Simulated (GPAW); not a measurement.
# ZrO (Cmmm) in GPAW: equation of state

How stiff is ZrO in PBE, and what volume does it want? The cell is scaled to several volumes.

Everything below comes from runs of GPAW 26.7.0. Logs are shortened: lines on timing, memory, paths and dates and some standing lists are left out, and cuts for length are marked. The log counts tension as positive stress, the text compression.

### Step 1. The crystal as given

It takes space group Cmmm (No. 65, orthorhombic). Conventional cell: a = 3.653 Å, b = 5.838 Å, c = 2.620 Å, α = 90.00°, β = 90.00°, γ = 90.00°. Zr (site symmetry mmm) has 2 O at 1.83 Å as nearest neighbours. Around O (site symmetry mmm) lie 2 Zr at 1.83 Å.

The cell was built by a generator and needn't be a form met in nature.

### Step 2. Equation of state, PBE

Contents of run.py:

```python
from ase import Atoms
from ase.eos import EquationOfState
from ase.io import Trajectory
from ase.units import GPa
from gpaw import GPAW, PW

atoms = Atoms(['Zr', 'O'],
              cell=[[1.82663986, -2.91884927, 0.0],
                    [1.82663986, 2.91884927, 0.0],
                    [0.0, 0.0, 2.61993837]],
              scaled_positions=[[0.0, 0.0, 0.0],
                                [0.5, 0.5, 0.0]],
              pbc=True)

traj = Trajectory('eos.traj', 'w')
volumes, energies = [], []
for x in [0.94, 0.96, 0.98, 1.0, 1.02, 1.04, 1.06]:
    a = atoms.copy()
    a.set_cell(atoms.cell * x**(1 / 3), scale_atoms=True)
    calc = GPAW(mode=PW(800),
                xc='PBE',
                kpts={'size': (9, 9, 10), 'gamma': True},
                occupations={'name': 'fermi-dirac', 'width': 0.05},
                nbands=19,
                convergence={'density': 1e-05, 'energy': 1e-05},
                maxiter=150,
                txt=f'eos-{x:.2f}.txt')
    a.calc = calc
    energies.append(a.get_potential_energy(force_consistent=True))
    volumes.append(a.get_volume())
    p = -a.get_stress()[:3].mean() / GPa
    calc.write(f'eos-{x:.2f}.gpw')
    traj.write(a)
    print(f'{x:.2f} {volumes[-1]:10.4f} A^3 {energies[-1]:14.6f} eV {p:9.3f} GPa', flush=True)

v0, e0, B = EquationOfState(volumes, energies, eos='birchmurnaghan').fit()
print(f'V0 = {v0:.4f} A^3, E0 = {e0:.6f} eV, B0 = {B / GPa:.2f} GPa')
```

Potentials or basis: GPAW PAW data sets (gpaw-data 1.2.1), pw.

Command:

```sh
$ OMP_NUM_THREADS=1 python run.py
```

Log:

```text
__  _  _
 | _ |_)|_||  |
 |__||  | ||/\| - 26.7.0

Input parameters:
  mode=PW(ecut=800.0),
  convergence={'density': 1e-05, 'energy': 1e-05},
  kpts=MonkhorstPack(size=(9, 9, 10), gamma=True),
  maxiter=150,
  nbands=19,
  occupations=Occupations(name='fermi-dirac', width=0.05),
  xc=XC(name='PBE')

Diagonalizing LCAO Hamiltonian
Converting LCAO to pw mode

       Zr  O

Atoms  # Å, Bohr magnetons
|   | symbol |        x |         y |        z |    initial magnetic moments |
|---|--------|----------|-----------|----------|-----------------------------|
| 0 |     Zr | 0.000000 |  0.000000 | 0.000000 | ( 0.0000,  0.0000,  0.0000) |
| 1 |      O | 1.789351 | -0.000000 | 0.000000 | ( 0.0000,  0.0000,  0.0000) |

Unit cell  # Å
| periodic |        x |         y |        z |  lengths |     angles |
|----------|----------|-----------|----------|----------|------------|
|      yes | 1.789351 | -2.859264 | 0.000000 | 3.373006 |  90.000000 |
|      yes | 1.789351 |  2.859264 | 0.000000 | 3.373006 |  90.000000 |
|      yes | 0.000000 |  0.000000 | 2.566455 | 2.566455 | 115.922658 |

Number of symmetries: 8
Symmetry operations  # r_c * U_cc + t_c -> r_c
|   | kind |            matrix            |
|---|------|------------------------------|
| 0 |  E   |  1, 0, 0,  0, 1, 0,  0, 0, 1 |
| 1 |  σ   |  1, 0, 0,  0, 1, 0,  0, 0,-1 |
| 2 |  σ   |  0, 1, 0,  1, 0, 0,  0, 0, 1 |
| 3 |  C2  |  0, 1, 0,  1, 0, 0,  0, 0,-1 |
| 4 |  σ   |  0,-1, 0, -1, 0, 0,  0, 0, 1 |
| 5 |  C2  |  0,-1, 0, -1, 0, 0,  0, 0,-1 |
| 6 |  C2  | -1, 0, 0,  0,-1, 0,  0, 0, 1 |
| 7 |  i   | -1, 0, 0,  0,-1, 0,  0, 0,-1 |

BZ-sampling:
  Number of BZ points: 810
  Number of IBZ points: 150

  Monkhorst-Pack size: [9, 9, 10]
  Monkhorst-Pack shift: [0.0, 0.0, 0.05]

K-points  # in reciprocal-cell coordinates
|     |                                coordinates |     weight |
|-----|--------------------------------------------|------------|
|   0 | (  0.00000000,   0.00000000,   0.00000000) | 0.00123457 |
|   1 | (  0.00000000,   0.00000000,   0.10000000) | 0.00246914 |
|   2 | (  0.00000000,   0.00000000,   0.20000000) | 0.00246914 |
|   3 | (  0.00000000,   0.00000000,   0.30000000) | 0.00246914 |
|   4 | (  0.00000000,   0.00000000,   0.40000000) | 0.00246914 |
|   5 | (  0.00000000,   0.00000000,   0.50000000) | 0.00123457 |
|   6 | (  0.11111111,  -0.11111111,   0.00000000) | 0.00246914 |
|   7 | (  0.11111111,  -0.11111111,   0.10000000) | 0.00493827 |
|   8 | (  0.11111111,  -0.11111111,   0.20000000) | 0.00493827 |
|   9 | (  0.11111111,  -0.11111111,   0.30000000) | 0.00493827 |
| ... |                                            |            |
| 149 | (  0.44444444,   0.44444444,   0.50000000) | 0.00246914 |

Plane wave coefficients: 1372
Cutoff: 800.0 eV

Spin-components: 1 (collinear spins)
Bands:           19
Projectors:      11
Spin-degeneracy: 2
Datatype:        complex128

Parallelization:
  kpt:    1
  domain: 1
  band:   1

Density:
  Valence electrons: 18.0
  Components: 1
  Grid points: [24 24 18]
  Charge: 0.0  # |e|

Potential:
  Grid points: [24 24 18]

species:
  Zr:
    name:    Zirconium
    Z:       40.0
    valence: 12
    core:    28
    charge:  0.0  # [|e|]
    compensation charges:
      type: gauss
      rc: 0.40  # [Å]
      lmax: 2
    cutoffs:
      filter: 2.39  # [Å]
      core: 1.59  # [Å]
    projectors
    | kind |    occ | energy [eV] | rcut [Å] |
    |------|--------|-------------|----------|
    |   4s |  2.000 |     -54.478 |    1.323 |
    |   5s |  2.000 |      -4.438 |    1.323 |
    |   4p |  6.000 |     -32.467 |    1.334 |
    |   5p |  0.000 |      -1.470 |    1.334 |
    |   4d |  2.000 |      -3.600 |    1.244 |
    |    d |        |      23.611 |    1.244 |

    Using partial waves for Zr as LCAO basis

  O:
    name:    Oxygen
    Z:       8.0
    valence: 6
    core:    2
    charge:  0.0  # [|e|]
    compensation charges:
      type: gauss
      rc: 0.21  # [Å]
      lmax: 2
    cutoffs:
      filter: 1.17  # [Å]
      core: 0.83  # [Å]
    projectors
    | kind |    occ | energy [eV] | rcut [Å] |
    |------|--------|-------------|----------|
    |   2s |  2.000 |     -23.961 |    0.688 |
    |   2p |  4.000 |      -9.029 |    0.598 |
    |    s |        |       3.251 |    0.688 |
    |    p |        |      18.182 |    0.598 |
    |    d |        |       0.000 |    0.619 |

    Using partial waves for O as LCAO basis

Reference energy: -99934.423536  # eV

eigensolver:
  PPCG
  Converge bands: occupied
  niter=2

density mixing:
  MSR1-Mixer
  Pratt-step length: 0.05
  Maximum mixing coefficient: 0.75
  Old densities: 10
  SVD Regularization: 0.005
  Good broyden scale: 1.0
  Trust region scale: 1.0
  Backstep threshold: 4.0
  History deletion threshold: 6.0
  Fourier metric: weight=20.0, sigma=0.015

occupation numbers:
  Fermi-Dirac:
    width: 0.0500  # eV

poisson solver:
  ecut: 6400.0  # eV

xc functional:
  name: PBE with 2 nearest neighbor stencil

convergence criteria:
- Maximum integral of absolute [dens]ity change: 1e-05 electrons / valence electron
- Maximum [total energy] change in last 3 cyles: 1e-05 eV / valence electron
- Maximum integral of absolute [eigenst]ate change: 4e-08 eV^2 / valence electron
maximum number of iterations: 150

SCF iterations
|iter     | |      energy | eigst |  dens |
|---------|-|-------------|-------|-------|
|iter:   1| |  -15.467181 | +0.40 |       |
|iter:   2| |  -14.873707 | -1.48 | -0.93 |
|iter:   3| |  -13.362758 | -0.55 | -0.99 |
|iter:   4| |  -13.336076 | -2.28 | -1.55 |
|iter:   5| |  -13.332578 | -2.90 | -1.82 |
|iter:   6| |  -13.332824 | -4.16 | -2.44 |
|iter:   7| |  -13.332825 | -5.12 | -3.05 |
|iter:   8| |  -13.332825c| -6.40 | -3.76 |
|iter:   9| |  -13.332824c| -7.97c| -4.49 |
|iter:  10| |  -13.332825c| -8.37c| -5.06c|

Converged in 10 steps
Energy contributions relative to reference atoms: (reference = -99934.423536)

Energy contributions:
  Kinetic:          57.324175
  Coulomb:         -48.696914
  Zero:              0.310872
  External:          0.000000
  Xc:              -22.267014
  Entropy:          -0.007885
  Spinorbit:         0.000000
  ----------------------------
  Free energy:     -13.336767
  Extrapolated:    -13.332825

dipole moment: (-12.996870, -0.000000, -16.507541)  # |e|*Ang

Fermi level: 10.837
Eigenvalues  # (at kpt = [0.000, 0.000, 0.000])
| band index |      eig [eV] | occ [0-2] |
|------------|---------------|-----------|
|          0 |       -38.023 |     2.000 |
|        ... |               |           |
|          3 |       -14.476 |     2.000 |
|          4 |        -9.909 |     2.000 |
|          5 |         5.589 |     2.000 |
|          6 |         7.050 |     2.000 |
|          7 |         7.937 |     2.000 |
|          8 |         9.046 |     2.000 |
[... 8 lines left out ...]
|         17 |        28.317 |     0.000 |
|         18 |        29.710 |     0.000 |

No gap
No difference between direct/indirect transitions

Stress tensor  # eV/Ang^3
|         x |         y |         z |
|-----------|-----------|-----------|
| -1.188049 |  0.000000 |  0.000000 |
|  0.000000 | -0.013850 |  0.000000 |
|  0.000000 |  0.000000 | -0.310977 |

# Writing to eos-0.94.gpw (mode='')
```

Run time: 7.3 min. Hardware: 1 thread of Arm Neoverse V2, shared host; peak memory 0.39 GiB.

Results:

```yaml
Equilibrium_volume: outside the volumes run
```

Energy against volume, from the lowest point:
| volume (Å³/atom) | energy (meV/atom) |
| --- | --- |
| 13.131 | 628.83 |
| 13.410 | 494.77 |
| 13.689 | 373.89 |
| 13.969 | 264.95 |
| 14.248 | 166.92 |
| 14.527 | 78.86 |
| 14.807 | 0.00 |
